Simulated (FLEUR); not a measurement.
# Fe (c factor at fixed volume 1.1 on the database's cell): anisotropy by force theorems, part 2 of 2

One state of Fe (c factor at fixed volume 1.1 on the database's cell) is converged without symmetry. Force theorems then give its anisotropy.

FLEUR MaX-R8.1; PBE; all-electron FLAPW, Dirac cores, scalar-relativistic bands.

So far. Step 2 (Self-consistent state): After 22 cycles the largest moment stands at 2.43 μB.

This is not the structure that Fe takes at ambient pressure and room temperature (bcc); it is a model or a phase of other conditions.

The database entry behind the starting cell differs from later determinations by our own check (an axis about 0.7 % long against later determinations), so it need not match the best structure at ambient conditions.

**5. Spin–orbit coupling, moments along [001]**

Level of this step: PBE; all-electron FLAPW, Dirac cores, scalar-relativistic bands with spin-orbit coupling (FLEUR).

Spin–orbit coupling ties the spins to the lattice and lets orbital moments form.

A new self-consistent run of the start ferro +, with the moments along z. The k list default-1 (kpts.xml, not shown) is a Γ-centred 29×29×29 mesh.

inp.xml reads:

```
<?xml version="1.0" encoding="UTF-8" standalone="no"?>
<fleurInput fleurInputVersion="0.39">
   <comment>
      Fe
   </comment>
   <calculationSetup>
      <cutoffs Kmax="3.6" Gmax="10.8" GmaxXC="10.8" numbands="36"/>
      <scfLoop itmax="110" minDistance="0.00002" maxIterBroyd="15" imix="Anderson" alpha="0.05" precondParam="0.0" spinf="2.0" sdNocoIR="T"/>
      <coreElectrons ctail="T" frcor="F" kcrel="0" coretail_lmax="0"/>
      <xcFunctional name="pbe" relativisticCorrections="F"/>
      <magnetism jspins="2"/>
      <soc l_soc="T" theta="0.0" phi="0.0" spav="F"/>
      <expertModes spex="0" secvar="F"/>
      <geometryOptimization l_f="F" forcealpha="1.0" forcemix="BFGS" epsdisp="0.00001" epsforce="0.00001"/>
      <ldaU l_linMix="F" mixParam="0.05" spinf="1.0"/>
   </calculationSetup>
   <cell>
      <bzIntegration valenceElectrons="16.0" mode="hist" fermiSmearingEnergy="0.00183747">
         <kPointListSelection listName="default-1"/>
         <xi:include xmlns:xi="http://www.w3.org/2001/XInclude" href="kpts.xml"> </xi:include>
      </bzIntegration>
      <xi:include xmlns:xi="http://www.w3.org/2001/XInclude" href="sym.xml"> </xi:include>
      <bulkLattice scale="1.0">
         <bravaisMatrix>
            <row-1>   -2.5999731122839962     2.5999731122839962     2.9995622775775796</row-1>
            <row-2>    2.5999731122839962    -2.5999731122839962     2.9995622775775796</row-2>
            <row-3>    2.5999731122839962     2.5999731122839962    -2.9995622775775796</row-3>
         </bravaisMatrix>
      </bulkLattice>
   </cell>
   <atomSpecies>
      <species name="Iron (Fe) 2.800" element="Fe" atomicNumber="26">
         <mtSphere radius="2.31" gridPoints="763" logIncrement="0.016"/>
         <atomicCutoffs lmax="8" lnonsphr="6"/>
         <electronConfig flipSpins="F">
            <coreConfig>(1s1/2) (2s1/2) (2p1/2) (2p3/2)</coreConfig>
            <valenceConfig>(3s1/2) (3p1/2) (3p3/2) (4s1/2) (3d3/2) (3d5/2)</valenceConfig>
            <stateOccupation state="(3d3/2)" spinUp="1.4" spinDown="1.0"/>
            <stateOccupation state="(3d5/2)" spinUp="3.0" spinDown="0.6"/>
         </electronConfig>
         <energyParameters s="4" p="4" d="3" f="4"/>
         <lo type="SCLO" l="0" n="3" eDeriv="0"/>
         <lo type="SCLO" l="1" n="3" eDeriv="0"/>
      </species>
   </atomSpecies>
   <atomGroups>
      <atomGroup species="Iron (Fe) 2.800">
         <relPos label="                   1">.0000000000 .0000000000 .0000000000</relPos>
         <force calculate="T" relaxXYZ="TTT"/>
      </atomGroup>
   </atomGroups>
   <output dos="F" band="F" slice="F">
      <bandDOS minEnergy="-.5*Htr" maxEnergy="0.5*Htr" sigma="0.015" storeEVData="T"/>
      <plotting iplot="0" polar="F">
         <plot TwoD="T" vec1="  1.0  0.0  0.0" vec2="  0.0  1.0  0.0" vec3="  0.0  0.0  1.0" zero="  0.0  0.0  0.0" file="plot"/>
      </plotting>
      <moessbauerParams electricFieldGradient="F" isomerShift="F" coreHyperfine="F" valenceHyperfine="F"/>
   </output>
</fleurInput>
```

crystal.txt reads:

```
Fe
&input film=F cartesian=F /
-1.37584652000  1.37584652000  1.58730000000
1.37584652000  -1.37584652000  1.58730000000
1.37584652000  1.37584652000  -1.58730000000
1.8897261246
1.0 1.0 1.0

1
26 0.00000000000  0.00000000000  0.00000000000 : 2.800

&soc 0.0000000 0.0000000 /
&kpt div1=29 div2=29 div3=29 gamma=T /
```

On the command line:

```bash
OMP_NUM_THREADS=1 inpgen -f crystal.txt > inpgen.log  # inp.xml is then edited as shown
OMP_NUM_THREADS=1 mpirun -n 4 fleur_MPI > fleur.log
```

What it wrote:

```text
[banner, memory and clock lines left out]
Welcome to FLEUR        (www.flapw.de)
      MaX-Release 8.1          (www.max-centre.eu)

 ========== k-point set info ==========
 Selected k-point list: default-1
 k-point list type: mesh
 0 x 0 x 0
 Number of k points: 3168

 [... set-up left out ...]
 Iteration:     1   Distance:      11.03114001 me/bohr^3
 Iteration:     2   Distance:       9.17302513 me/bohr^3
 Iteration:     3   Distance:       6.09999757 me/bohr^3
 Iteration:     4   Distance:       2.83830679 me/bohr^3
 Iteration:     5   Distance:       1.61684247 me/bohr^3
 Iteration:     6   Distance:       1.18579869 me/bohr^3
 Iteration:     7   Distance:       0.87220472 me/bohr^3
 Iteration:     8   Distance:       0.65751019 me/bohr^3
 Iteration:     9   Distance:       0.55946444 me/bohr^3
 Iteration:    10   Distance:       0.07887699 me/bohr^3
 Iteration:    11   Distance:       0.15623756 me/bohr^3
 Iteration:    12   Distance:       0.06581916 me/bohr^3
 Iteration:    13   Distance:       0.04994670 me/bohr^3
 Iteration:    14   Distance:       0.00168788 me/bohr^3
 Iteration:    15   Distance:       0.00291987 me/bohr^3
 Iteration:    16   Distance:       0.00286626 me/bohr^3
 Iteration:    17   Distance:       0.00140940 me/bohr^3
 Iteration:    18   Distance:       0.00063898 me/bohr^3
 Iteration:    19   Distance:       0.00037374 me/bohr^3
 Iteration:    20   Distance:       0.00021903 me/bohr^3
 Iteration:    21   Distance:       0.00004395 me/bohr^3
 Iteration:    22   Distance:       0.00000693 me/bohr^3

 ********************************************************************
 Run finished successfully
 Stop message:
   all done
 ********************************************************************

--- out.xml (last complete iteration) ---
<iteration numberForCurrentRun="   22" overallNumber="   22">
         [... left out ...]
         <bandgap value="0.0001352373" units="eV"/>
         <sumValenceSingleParticleEnergies value="-13.2674598546" units="Htr"/>
         <FermiEnergy value="0.3340023480" units="Htr"/>
         [... left out ...]
         <magneticMomentsInMTSpheres units="muBohr">
            <globalMagMoment atomType="1" vec="0.00000   0.00000   2.40686"/>
         </magneticMomentsInMTSpheres>
         <orbitalMomentsInMTSpheres units="muBohr">
            <globalMagMoment atomType="1" vec="0.00000   0.00000   0.04831"/>
         </orbitalMomentsInMTSpheres>
         [... left out ...]
         <totalEnergy value="    -1272.8017696488" units="Htr">
            <sumOfEigenvalues value="     -735.7625632504">
               <coreElectrons value="-722.4951033958"/>
               <valenceElectrons value="-13.2674598546"/>
            </sumOfEigenvalues>
         [... left out ...]
            <freeEnergy value="-1272.8021119324"/>
            <extrapolationTo0K value="-1272.8019407906"/>
         </totalEnergy>
         <densityConvergence units="me/bohr^3">
            <chargeDensity spin="1" distance="0.0000038998"/>
            <chargeDensity spin="2" distance="0.0000054004"/>
            <overallChargeDensity distance="0.0000063831"/>
            <spinDensity distance="0.0000069284"/>
         </densityConvergence>
      </iteration>
```

Run time: 3.8 min. Hardware: 4 MPI ranks of Arm Neoverse V2, shared host; peak memory 0.8 GiB.

Numbers from this step:

```
free energy                                                       : -34634.7099 eV
program's band gap on this mesh (in a metal only a level spacing) : 1.35e-4 eV
magnetization                                                     : 2.349 μB
final state                                                       : ferromagnetic
largest moment                                                    : 2.407 μB
orbital moment along the spin                                     : 0.04831 μB
```

Orbital moment in the sphere, along the spin axis by atom:

| atom | orbital moment in the sphere, along the spin axis (μB) |
| --- | --- |
| Fe1 | 0.0483 |

**6. Summary of results**

| Quantity | Value |
| --- | --- |
| reference state | ferromagnetic |
| largest sphere moment | 2.43 μB |
| easy direction of those tried | the plane normal to [001] |
| energy along [100] less [001], force theorem | -0.0707 meV a primitive cell |
| orbital moment on the atom of largest spin, along its spin (spin–orbit run) | 0.0483 μB |

**Reading.** By the force theorem the moments prefer the plane normal to [001], with no direction in it resolved; shape anisotropy is not in it. The difference for the second direction goes from -0.085 meV (mesh 19×19×19, 36 states, 2.5 min of CPU time) to -0.071 meV (mesh 29×29×29, 36 states, 8.8 min). On the atom of largest spin the orbital moment is almost quenched. The state was typed, and no other order was converged beside it, so it need not be the ground state.

[Logs and program files are shortened in this print: banners, set-up blocks, solver, clock and traceback lines can be left out without a mark of their own.]

[Logs are printed without paths, hosts, clocks, repeated set-up lines and the standing remarks that a program may print on its own settings, such as how far it seeks lower states.]

[Hosts, paths, dates, database ids (printed as entryN), source tags and the programs' standing remarks are cut or masked in the printed files.]

[Where a cell is said to come from a database of computed structures, the database is the Materials Project.]
